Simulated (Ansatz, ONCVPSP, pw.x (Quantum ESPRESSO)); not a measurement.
# As (Z = 33): one change to the ONCV potential, in the atom and in the sc crystal

arsenic (As), optimised norm-conserving Vanderbilt (ONCV), made with ONCVPSP 4.0.1.1 (patched build) (PBE, scalar-relativistic). Core [Ar] 3d10, reference 4s1.5 4p3.5. Waves: 4s: rc 1.40 bohr, ncon 4, nbas 9, qcut 4.9 1/bohr, 1 projector; 4p: rc 1.90 bohr, ncon 4, nbas 8, qcut 4.9 1/bohr, 2 projectors, debl 1.8 Ha; d scattering state at 0.26 Ha: rc 2.00 bohr, ncon 4, nbas 8, qcut 4.3 1/bohr, 2 projectors, debl 3.4 Ha. Local part: polynomial inside 1.10 bohr (lpopt 2, dvloc0 0 Ha). Core correction: none.

Change: d: rc 2.58.

Cutoffs, loose and tight: the cutoffs (Ha) at which the residual kinetic energy of the hardest occupied pseudo-wave falls to 1 and 0.1 mHa per electron. They do not see the model core or the augmentation charge, which bear on the density cutoff. Test errors are all-electron minus pseudo excitation energies from the reference, over the configurations 4s2 4p3; 4s2 4p2; 4s2 4p1; 4s2 4p0; variants that change the core or the reference have their own tests.

Crystal test: sc As in pw.x 7.5, no spin, 12³ k-points, Fermi–Dirac smearing 0.01 Ry, cutoffs set for each file from its atomic test. The reference is all-electron LAPW (Ansatz 0.2.0) with the same functional, mesh and smearing; V0 and B0 come from Birch–Murnaghan fits to the pressures at five volumes. Errors are pseudo minus all-electron; Δ is the rms difference of the E(V) curves that follow from these fits, minima aligned, over ±6 % about the mean V0. Mesh and smearing are coarse, so the numbers serve the comparison and aren't converged zero-temperature values; the lattice is a test structure that the element need not adopt.

All-electron: a0 = 2.735 Å (V0 = 20.45 Å³/atom), B0 = 75.1 GPa.

Task: Does the change bring the crystal closer to the all-electron result?

Result: The mean pressure error goes from -0.18 to -0.22 GPa, so the change moves the solid further from the all-electron pressures.

```
                       quantity       base    changed
                 outcome (atom)  generated  generated
           cutoff, loose (atom)      10 Ha      10 Ha
           cutoff, tight (atom)      21 Ha      21 Ha
            bound ghosts (atom)       none       none
largest test error (meV) (atom)        -36        -36
           cutoffs in pw.x (Ry)     50/200     50/200
                         a0 (Å)      2.732      2.732
                   a0 error (%)      -0.08      -0.10
                   B0 error (%)       +1.5       +1.5
                   Δ (meV/atom)        0.8        1.0
      mean pressure error (GPa)      -0.18      -0.22
```

Base: The generator flags a localised state at positive energy (s at 39 eV). The cutoffs count occupied waves only; projector 2 of the d channel, the hardest unoccupied one, needs 74 Ha at the loose tolerance. Changed file: The generator flags a localised state at positive energy (s at 39 eV).
